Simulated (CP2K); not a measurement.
# Ag under changes of volume

One of the cells (17.048 Å³/atom); the others are scaled copies at fixed shape and fractional positions:

```xyz
1
Lattice="2.8889 0.0000 0.0000 1.4444 2.5018 0.0000 1.4444 0.8339 2.3588" Properties=species:S:1:pos:R:3 pbc="T T T"
Ag    0.0000    0.0000    0.0000
```

* Program: CP2K 2026.2
* Functional: LDA
* Potentials or basis: GTH_POTENTIALS Ag GTH-PADE-q11; TZVP-MOLOPT-PBE-GTH basis
* Density cutoff: 6123 eV
* k mesh: 11 × 11 × 11
* Occupations: fermi-dirac, width 0.05 eV
* Spin: no spin polarisation

| volume (Å³/atom) | energy over the lowest point (meV/atom) | pressure (GPa) |
| --- | --- | --- |
| 16.025 | 0.00 | -0.1 |
| 16.366 | ? | ? |
| 16.707 | 12.57 | -5.5 |
| 17.048 | 26.70 | -7.6 |
| 17.389 | 45.11 | -9.5 |
| 17.730 | 67.14 | -11.0 |
| 18.071 | 92.21 | -12.4 |

Task: What does the run at 16.366 Å³/atom give?

Result: Energy over the lowest point 3.40 meV/atom; pressure -3.0 GPa.

Worked out: A Birch-Murnaghan fit of order 3 (a polynomial in V^(-2/3)) to the other rows has its minimum at 16.02 Å³/atom, just outside them, with B0 = V·E''(V) = 149 GPa and B' = 6.1. It gives 3.38 meV/atom at 16.366 Å³/atom, against the run's 3.40, and -dE/dV = -3.0 GPa, against -3.0.

Energies are extrapolated to zero smearing.

Caveats: the basis of atomic orbitals isn't converged, which shifts pressures, moduli and gaps.
